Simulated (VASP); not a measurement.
Mg: relaxation of cell and atoms with PBE

The system is Mg.

```
CELL_PARAMETERS angstrom
3.20930 0.00000 0.00000
-1.60465 2.77934 0.00000
0.00000 0.00000 5.21030
ATOMIC_POSITIONS crystal
Mg 0.33333 0.66667 0.25000
Mg 0.66667 0.33333 0.75000
```

- Program: VASP 6.6.1
- Task: relaxation of cell and atoms
- Functional: PBE
- Potentials or basis: VASP PAW PBE potentials, release 64 (Mg)
- Cutoff: 600 eV
- k mesh: 15 × 15 × 8
- Occupations: gaussian, width 0.1 eV
- Spin: no spin polarisation
- Further INCAR settings: ALGO = Normal; EDIFF = 1e-07; IBRION = 2; EDIFFG = -0.005; NSW = 90; ISIF = 3

```
Relaxed volume                         : 22.85 Å³/atom
Relaxed cell                           : a = 3.206 Å, b = 3.206 Å, c = 5.133 Å, α = 90.00°, β = 90.00°, γ = 120.00°
Space group after relaxing (to 0.05 Å) : P6_3/mmc (No. 194)
Energy gained by relaxing              : 1.2 meV/atom
Ionic steps                            : 6
Pressure after relaxing                : 0.0 GPa
Band gap on the k mesh                 : none (metal or under the smearing width)
```

The path:
| step | energy change (eV) | largest force (eV/Å) | pressure (GPa) | volume (Å³) |
| --- | --- | --- | --- | --- |
| 1 | 0.0000 | 0.0000 | -0.59 | 46.47 |
| 2 | -0.0019 | 0.0000 | -0.15 | 45.91 |
| 3 | -0.0022 | 0.0000 | 0.08 | 45.61 |
| 4 | -0.0022 | 0.0000 | 0.09 | 45.60 |
| 5 | -0.0024 | 0.0000 | 0.05 | 45.65 |
| 6 | -0.0024 | 0.0000 | 0.01 | 45.70 |

Final structure:
```
CELL_PARAMETERS angstrom
3.20626 0.00000 0.00000
-1.60313 2.77670 0.00000
0.00000 0.00000 5.13341
ATOMIC_POSITIONS crystal
Mg 0.33333 0.66667 0.25000
Mg 0.66667 0.33333 0.75000
```

Levels at points of the mesh, in eV from the Fermi level:
| k point | band 1 | band 2 | band 3 | band 4 | band 5 |
| --- | --- | --- | --- | --- | --- |
| (0.00, 0.00, 0.00) | -6.95 | -1.62 | -1.11 | 10.82 | 10.82 |
| (0.00, 0.00, 0.50) | -5.53 | -5.53 | 5.26 | 5.26 | 11.58 |

It took 53 s on 1 thread of Intel(R) Xeon(R) Platinum 8488C (Sapphire Rapids) (shared host), peak memory 0.22 GiB.
